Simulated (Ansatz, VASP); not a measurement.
# Pt (Pt wire of staggered 4-rings): VASP beside Ansatz, part 2 of 2

Wanted: the spread between two codes on one cell, functional and k mesh. The structure shown is the start of the Ansatz relaxation below; VASP solves that cell, so the two are compared at the walk's first step.

VASP 6.6.1 and Ansatz 0.2.0.

So far: The structure; Ansatz: relaxation, PBE.

## 3. VASP: single point, PBE, start cell

Level of this step: PBE, spin-polarised from a ferromagnetic start; plane waves and PAW (Pt) (VASP).

The same cell, functional, mesh and smearing now go to VASP, with its own data sets.

Lines of VASP's logs that name or quote its potential files are left out, and so is its time.

INCAR reads:

```
SYSTEM = Pt
PREC = Accurate
ENCUT = 400
EDIFF = 1E-06
NELM = 200
ISMEAR = -1
SIGMA = 0.05
LREAL = .FALSE.
ALGO = Normal
GGA = PE
NBANDS = 56
ISPIN = 2
MAGMOM = 0.56 0.56 0.56 0.56 0.56 0.56 0.56 0.56
LASPH = .TRUE.
LMAXMIX = 4
LORBIT = 11
LWAVE = .FALSE.
LCHARG = .FALSE.
ISIF = 2
GGA_COMPAT = .FALSE.
KPAR = 2
```

POSCAR reads:

```
Pt
1.0
   10.6910000000      0.0000000000      0.0000000000
    0.0000000000     10.6910000000      0.0000000000
    0.0000000000      0.0000000000      4.6038310000
Pt
8
Direct
    0.3180245066      0.4999812927      0.0000000000
    0.4999812927      0.6819380788      0.0000000000
    0.4999812927      0.3180245066      0.0000000000
    0.6819380788      0.4999812927      0.0000000000
    0.3713183987      0.6286441867      0.4999998914
    0.3713183987      0.3713183987      0.4999998914
    0.6286441867      0.6286441867      0.4999998914
    0.6286441867      0.3713183987      0.4999998914
```

KPOINTS reads:

```
Automatic mesh
0
Gamma
1 1 18
0 0 0
```

Potentials, in the order of the species: Pt (PBE family, release 64).

Started as:

```sh
mpirun -np 2 vasp_std
```

Numbers of over 12 decimals in the logs are rounded to 6 here.

The program printed:

```text
[banner, memory and clock lines left out]
running    2 mpi-ranks, on    1 nodes
 distrk:  each k-point on    1 cores,    2 groups
 distr:  one band on    1 cores,    1 groups

 POSCAR found type information on POSCAR Pt
 POSCAR found :  1 types and       8 ions
 LDA part: xc-table for (Slater+PW92), standard interpolation
 POSCAR, INCAR and KPOINTS ok, starting setup
 FFT: planning ... GRIDC
 FFT: planning ... GRID_SOFT
 FFT: planning ... GRID
 WAVECAR not read
 entering main loop
       N       E                     dE             d eps       ncg     rms          rms(c)
DAV:   1     0.442855622595E+03    0.44286E+03   -0.26658E+04  2240   0.923E+02
DAV:   2    -0.136067816378E+01   -0.44422E+03   -0.39738E+03  2928   0.193E+02
DAV:   3    -0.389031227041E+02   -0.37542E+02   -0.34470E+02  2720   0.560E+01
DAV:   4    -0.397347862501E+02   -0.83166E+00   -0.82149E+00  2632   0.850E+00
DAV:   5    -0.397588932956E+02   -0.24107E-01   -0.24094E-01  2688   0.140E+00    0.199E+01
DAV:   6    -0.377001859870E+02    0.20587E+01   -0.65964E+00  2416   0.104E+01    0.115E+01
DAV:   7    -0.376855298559E+02    0.14656E-01   -0.75019E-01  2328   0.279E+00    0.470E+00
DAV:   8    -0.376436896528E+02    0.41840E-01   -0.90528E-02  2360   0.138E+00    0.152E+00
DAV:   9    -0.376664607451E+02   -0.22771E-01   -0.77394E-02  2304   0.167E+00    0.867E-01
DAV:  10    -0.376781268254E+02   -0.11666E-01   -0.31454E-02  2336   0.112E+00    0.321E-01
DAV:  11    -0.376949985497E+02   -0.16872E-01   -0.67147E-03  2304   0.360E-01    0.971E-02
DAV:  12    -0.377030723608E+02   -0.80738E-02   -0.18872E-03  2568   0.117E-01    0.596E-02
DAV:  13    -0.377032124227E+02   -0.14006E-03   -0.49238E-04  2256   0.860E-02    0.281E-02
DAV:  14    -0.377032769021E+02   -0.64479E-04   -0.39199E-05  2632   0.212E-02    0.196E-02
DAV:  15    -0.377034816525E+02   -0.20475E-03   -0.32393E-05  2344   0.248E-02    0.148E-02
DAV:  16    -0.377035594140E+02   -0.77761E-04   -0.24313E-05  2312   0.195E-02    0.920E-03
DAV:  17    -0.377036070804E+02   -0.47666E-04   -0.59600E-06  2056   0.718E-03    0.460E-03
DAV:  18    -0.377036575355E+02   -0.50455E-04   -0.33140E-06  1840   0.493E-03    0.268E-03
DAV:  19    -0.377036940933E+02   -0.36558E-04   -0.15930E-06  1824   0.288E-03    0.166E-03
DAV:  20    -0.377037106787E+02   -0.16585E-04   -0.10583E-06  1664   0.212E-03    0.912E-04
DAV:  21    -0.377037139271E+02   -0.32484E-05   -0.27837E-07  1496   0.124E-03    0.597E-04
DAV:  22    -0.377037147339E+02   -0.80675E-06   -0.15709E-07  1448   0.908E-04
   1 F= -.37703715E+02 E0= -.37663902E+02  d E =-.796263E-01  mag=     5.4471
```

OUTCAR, selected parts (step 3):

```text
ion  position               nearest neighbor table
   1  0.318  0.500  0.000-   5 2.74   6 2.74   5 2.74   6 2.74   2 2.75   3 2.75
   2  0.500  0.682  0.000-   5 2.74   7 2.74   5 2.74   7 2.74   1 2.75   4 2.75
   3  0.500  0.318  0.000-   6 2.74   8 2.74   6 2.74   8 2.74   1 2.75   4 2.75
   4  0.682  0.500  0.000-   7 2.74   8 2.74   7 2.74   8 2.74   2 2.75   3 2.75
   5  0.371  0.629  0.500-   1 2.74   2 2.74   1 2.74   2 2.74   6 2.75   7 2.75
   6  0.371  0.371  0.500-   1 2.74   3 2.74   1 2.74   3 2.74   5 2.75   8 2.75
   7  0.629  0.629  0.500-   2 2.74   4 2.74   2 2.74   4 2.74   5 2.75   8 2.75
   8  0.629  0.371  0.500-   3 2.74   4 2.74   3 2.74   4 2.74   6 2.75   7 2.75

  LATTYP: Found a simple tetragonal cell.
 ALAT       =    10.6910000000
 C/A-ratio  =     0.4306267889

 Subroutine GETGRP returns: Found 16 space group operations
 (whereof  4 operations were pure point group operations)

The static configuration has the point symmetry C_2v.
 The point group associated with its full space group is D_4h.

 Found     10 irreducible k-points:

   k-points           NKPTS =     10   k-points in BZ     NKDIM =     10   number of bands    NBANDS=     56

   dimension x,y,z NGX =    70 NGY =   70 NGZ =   30
   dimension x,y,z NGXF=   140 NGYF=  140 NGZF=   60

   ENCUT  =  400.0 eV  29.40 Ry    5.42 a.u.  17.43 17.43  7.51*2*pi/ulx,y,z

   NELECT =      80.0000    total number of electrons

 k-points in reciprocal lattice and weights: Automatic mesh
   0.00000000  0.00000000  0.00000000       0.056
   0.00000000  0.00000000  0.05555556       0.111
   0.00000000  0.00000000  0.11111111       0.111
   0.00000000  0.00000000  0.16666667       0.111
   0.00000000  0.00000000  0.22222222       0.111
   0.00000000  0.00000000  0.27777778       0.111
   0.00000000  0.00000000  0.33333333       0.111
   0.00000000  0.00000000  0.38888889       0.111
   0.00000000  0.00000000  0.44444444       0.111
   0.00000000  0.00000000  0.50000000       0.056

 average (electrostatic) potential at core
       1 -74.9375       2 -74.9375       3 -74.9375       4 -74.9375       5 -74.9351
       6 -74.9351       7 -74.9351       8 -74.9351

 E-fermi :  -1.7029

 spin component 1
 k-point     1 :       0.0000    0.0000    0.0000
  band No.  band energies     occupation
    ...
     38      -2.4472      1.00000
     39      -2.4472      1.00000
     40      -2.3917      1.00000
     41      -2.3917      1.00000
     42      -1.9527      0.99328
     43      -1.0232      0.00000
     44      -0.9638      0.00000
     45      -0.8953      0.00000
     46       0.3854      0.00000
     47       1.5395      0.00000
    ...

 k-point     2 :       0.0000    0.0000    0.0556
  band No.  band energies     occupation
    ...
     38      -2.3918      1.00000
     39      -2.3918      1.00000
     40      -2.3212      1.00000
     41      -2.3212      1.00000
     42      -1.9589      0.99405
     43      -1.0148      0.00000
     44      -0.9552      0.00000
     45      -0.9430      0.00000
     46       0.4144      0.00000
     47       1.2615      0.00000
    ...

 k-point     3 :       0.0000    0.0000    0.1111
  band No.  band energies     occupation
    ...
     38      -2.2947      0.99999
     39      -2.2947      0.99999
     40      -2.2068      0.99996
     41      -2.2068      0.99996
     42      -1.9771      0.99586
     43      -1.0810      0.00000
     44      -0.9851      0.00000
     45      -0.9251      0.00000
     46       0.5022      0.00000
     47       0.6360      0.00000
    ...

 k-point     4 :       0.0000    0.0000    0.1667
  band No.  band energies     occupation
    ...
     38      -2.2099      0.99996
     39      -2.2099      0.99996
     40      -2.0966      0.99962
     41      -2.0966      0.99962
     42      -2.0066      0.99770
     43      -1.2949      0.00029
     44      -0.9193      0.00000
     45      -0.8586      0.00000
     46      -0.0940      0.00000
     47       0.6510      0.00000
    ...

 k-point     5 :       0.0000    0.0000    0.2222
  band No.  band energies     occupation
    ...
     38      -2.1457      0.99986
     39      -2.1457      0.99986
     40      -2.0463      0.99896
     41      -2.0042      0.99759
     42      -2.0042      0.99759
     43      -1.5637      0.05818
     44      -0.8204      0.00000
     45      -0.7889      0.00000
     46      -0.7277      0.00000
     47       0.8598      0.00000
    ...

 k-point     6 :       0.0000    0.0000    0.2778
  band No.  band energies     occupation
    ...
     39      -2.0978      0.99963
     40      -2.0944      0.99960
     41      -1.9365      0.99073
     42      -1.9365      0.99073
     43      -1.8599      0.95852
     44      -1.4874      0.01324
     45      -0.5569      0.00000
     46      -0.4962      0.00000
     47       1.1241      0.00000
     48       1.3201      0.00000
    ...

  Total       -9.7298389     -9.7298389    -12.8906724      0.0000000      0.0000000      0.0000000
  in kB      -29.6251256    -29.6251256    -39.2491378      0.0000000      0.0000000      0.0000000
  external PRESSURE =     -32.8331297 kB  Pullay stress =       0.0000000 kB

  energy-cutoff  :      400.00
  volume of cell :      526.21
      direct lattice vectors                 reciprocal lattice vectors
    10.691000000  0.000000000  0.000000000     0.093536620  0.000000000  0.000000000
     0.000000000 10.691000000  0.000000000     0.000000000  0.093536620  0.000000000
     0.000000000  0.000000000  4.603831000     0.000000000  0.000000000  0.217210406

 POSITION                                       TOTAL-FORCE (eV/Angst)
 -----------------------------------------------------------------------------------
      3.40000      5.34530      0.00000         1.268980      0.000000      0.000000
      5.34530      7.29060      0.00000        -0.000000     -1.268980      0.000000
      5.34530      3.40000      0.00000        -0.000000      1.268980      0.000000
      7.29060      5.34530      0.00000        -1.268980      0.000000      0.000000
      3.96977      6.72084      2.30192         0.886938     -0.886938      0.000000
      3.96977      3.96977      2.30192         0.886938      0.886938      0.000000
      6.72084      6.72084      2.30192        -0.886938     -0.886938      0.000000
      6.72084      3.96977      2.30192        -0.886938      0.886938      0.000000
 -----------------------------------------------------------------------------------
    total drift:                                0.000001      0.000001      0.000455

  FREE ENERGIE OF THE ION-ELECTRON SYSTEM (eV)
  ---------------------------------------------------
  free  energy   TOTEN  =       -37.7037147339 eV

  energy  without entropy=      -37.6240884668  energy(sigma->0) =      -37.66390160

 total charge
# of ion       s       p       d       tot
------------------------------------------
    1        0.629   0.325   8.017   8.971
    2        0.629   0.325   8.017   8.971
    3        0.629   0.325   8.017   8.971
    4        0.629   0.325   8.017   8.971
    5        0.629   0.325   8.017   8.971
    6        0.629   0.325   8.017   8.971
    7        0.629   0.325   8.017   8.971
    8        0.629   0.325   8.017   8.971
--------------------------------------------------
tot          5.033   2.601  64.135  71.770

 magnetization (x)
# of ion       s       p       d       tot
------------------------------------------
    1        0.025   0.005   0.597   0.627
    2        0.025   0.005   0.597   0.627
    3        0.025   0.005   0.597   0.627
    4        0.025   0.005   0.597   0.627
    5        0.025   0.005   0.598   0.628
    6        0.025   0.005   0.598   0.628
    7        0.025   0.005   0.598   0.628
    8        0.025   0.005   0.598   0.628
--------------------------------------------------
tot          0.198   0.043   4.778   5.019

[... 6 further parts left out ...]
```

## 4. Differences

Known differences besides the potentials themselves: VASP starts from the moments at which Ansatz ended; the data sets hold 144 valence electrons in Ansatz (on its default PAW (the set named soft_2) files) and 80 in VASP; the cutoff is 420 eV in Ansatz and 400 eV in VASP. Total energies have different zeros and are not compared.

Forces (eV/Å; atoms numbered as in POSCAR):

```
atom         Ansatz x, y, z           VASP x, y, z
 Pt1    1.255, 0.000, 0.000    1.269, 0.000, 0.000
 Pt2   0.000, -1.255, 0.000   0.000, -1.269, 0.000
 Pt3    0.000, 1.255, 0.000    0.000, 1.269, 0.000
 Pt4   -1.255, 0.000, 0.000   -1.269, 0.000, 0.000
 Pt5   0.877, -0.877, 0.000   0.887, -0.887, 0.000
 Pt6    0.877, 0.877, 0.000    0.887, 0.887, 0.000
 Pt7  -0.877, -0.877, 0.000  -0.887, -0.887, 0.000
 Pt8   -0.877, 0.877, 0.000   -0.887, 0.887, 0.000
```

The forces differ by 7.9 meV/Å r.m.s., which is 1.1 % of the r.m.s. force of 0.728 eV/Å (both taken over all components). Moments aren't recorded for both runs of this pair, so they may hold unlike magnetic states.

## 5. What came out

- r.m.s. force difference (single point, PBE, start cell): 1.1 % of the r.m.s. force

**Reading.** The r.m.s. force difference is 1.1 % of the r.m.s. force (single point, PBE, start cell), within the 3 % picked in this series as the mark of a large difference. The data sets hold unlike numbers of valence electrons (144 in Ansatz and 80 in VASP), so part of the differences comes from the potentials. How closely two codes agree says nothing of how well the functional describes the real material.

[Lines on the potential files, build, host, timing and source positions are cut from VASP's logs without a mark.]

[Logs are printed without paths, hosts, clocks, repeated set-up lines and the standing remarks that a program may print on its own settings, such as how far it seeks lower states.]

[Hosts, paths, dates, database ids (printed as entryN), source tags and the programs' standing remarks are cut or masked in the printed files.]
